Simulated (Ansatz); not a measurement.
# P (Cmce): energy and pressure against volume

One table from this session's results is given with a row withheld; the runs are named, their logs left out.

Computed with Ansatz 0.2.0 (DFT PBE, scalar-relativistic, plane waves, PAW, unless a step's input says otherwise).

The runs add the D3(BJ) dispersion term to the functional named.

**The system as given**

Symmetry: Cmce, No. 64, orthorhombic system. The conventional cell has a = 3.322 Å, b = 10.197 Å, c = 4.164 Å, α = 90.00°, β = 90.00°, γ = 90.00°. P (site symmetry m) is surrounded by 3 P at 2.23 to 2.25 Å.

Coordinates:

```
CELL_PARAMETERS angstrom
1.66118 -5.09856 0.00000
1.66118 5.09856 0.00000
0.00000 0.00000 4.16351
ATOMIC_POSITIONS crystal
P 0.89362 0.10638 0.07184
P 0.60638 0.39362 0.57184
P 0.10638 0.89362 0.92816
P 0.39362 0.60638 0.42816
```

This cell comes from an earlier session at PBE: 17.632 Å³/atom at -0.01 GPa, on a 12×12×10 mesh.

Set-up of the first run:

Input file input.yaml:

```yaml
crystal:
  lattice:
    - [1.6387247142, -5.0296552022, 0.0]
    - [1.6387247142, 5.0296552022, 0.0]
    - [0.0, 0.0, 4.1072356196]
  atoms:
    - { symbol: P, position: [0.8936157855, 0.1063842145, 0.0718370132] }
    - { symbol: P, position: [0.6063842145, 0.3936157855, 0.5718370132] }
    - { symbol: P, position: [0.1063842145, 0.8936157855, 0.9281629868] }
    - { symbol: P, position: [0.3936157855, 0.6063842145, 0.4281629868] }
basis:
  ecutwfc: 420
  ecutrho_ratio: 4
kpoints:
  mp_grid: { grid: [12, 12, 10] }
hamiltonian:
  xc: pbe
  dispersion: d3bj
scf:
  occupations: { method: gaussian, width: 0.05 }
output:
  forces: true
  stress: true
  eigenvalues: true
relax:
  f_tol: 0.01
  max_steps: 40
  cell: { stress_tol: 0.1, fix: [volume] }
```

Launch:

```console
$ ansatz run input.yaml --threads 2 --pin off --max-ram 5120MiB --backend cpu --events-out ev --progress --plain --runs-dir out
```

Among the steps run: Volume × 0.96; Volume × 1.04; Volume × 0.92; Volume × 0.88; Volume × 0.84; Volume × 0.8; Volume × 0.76; Volume × 0.72; Volume × 0.68; Volume × 0.64.

One of the session's tables, all rows but one given; the rest of the session is left out.

| volume (Å³/atom) | energy above the lowest (meV/atom) | pressure (GPa) |
| --- | --- | --- |
| 11.284 | 453.5 | 38.8 |
| 11.990 | 311.5 | 26.1 |
| 12.695 | 218.3 | 19.4 |
| 13.400 | 143.5 | 14.9 |
| 14.105 | 87.3 | 10.5 |
| 14.811 | 48.9 | 7.1 |
| 15.516 | 24.5 | 4.2 |
| 16.221 | 10.4 | 2.5 |
| 16.926 | ? | ? |
| 17.632 | 0.0 | 0.0 |
| 18.337 | 2.3 | -1.0 |

Estimate the missing values for volume (Å³/atom) = 16.926.

Worked estimate for «energy above the lowest (meV/atom)». A straight line through the neighbours (16.221, 10.4) and (17.632, 0.0) gives 10.4 + (0.0 − 10.4) × (16.926 − 16.221) / (17.632 − 16.221) = 5.2; a parabola fitted to 4 rows on both sides gives 2.5.

The run gave: energy above the lowest (meV/atom): 2.6; pressure (GPa): 1.2. In «energy above the lowest (meV/atom)» the line misses by +2.6 and the parabola by -0.1.

Limits of these values: The k mesh is not the same at all volumes. Other structures may be lower in enthalpy at these pressures.
